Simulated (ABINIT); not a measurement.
Crystal: HfO2.

```
Hf O
1.0
     0.00000    2.55750    2.55750
     2.55750    0.00000    2.55750
     2.55750    2.55750    0.00000
Hf O
1 2
Direct
  0.00000 0.00000 0.00000
  0.75000 0.75000 0.75000
  0.25000 0.25000 0.25000
```

Measurements of this composition are mostly on another form, of space group No. 14.

Base run:

| Quantity | Value |
| --- | --- |
| Program | ABINIT 10.8.3 (patched build) |
| Functional | RPBE |
| Potentials or basis | JTH PAW PBE v2.0 |
| Cutoff | 626 eV |
| k mesh | 9 × 9 × 9 |
| Occupations | fermi-dirac, width 0.05 eV |
| Spin | no spin polarisation |

Its results: band gap on the k mesh 3.95 eV, indirect (least direct gap 4.06 eV); pressure -1.0 GPa.

Task: The run is repeated on the same cell with these changes: functional from RPBE to HCTH407. What comes out?

Result: Band gap on the k mesh 3.97 eV, indirect (least direct gap 4.19 eV); pressure -7.1 GPa.

Caveats: the PAW data sets were made with another functional, which shifts forces and pressure a little; spin-orbit coupling is left out, which moves the levels of the heavy elements; the mesh misses the band edges, which the band path finds closer together (some runs).

Not every run made on this cell is shown here.
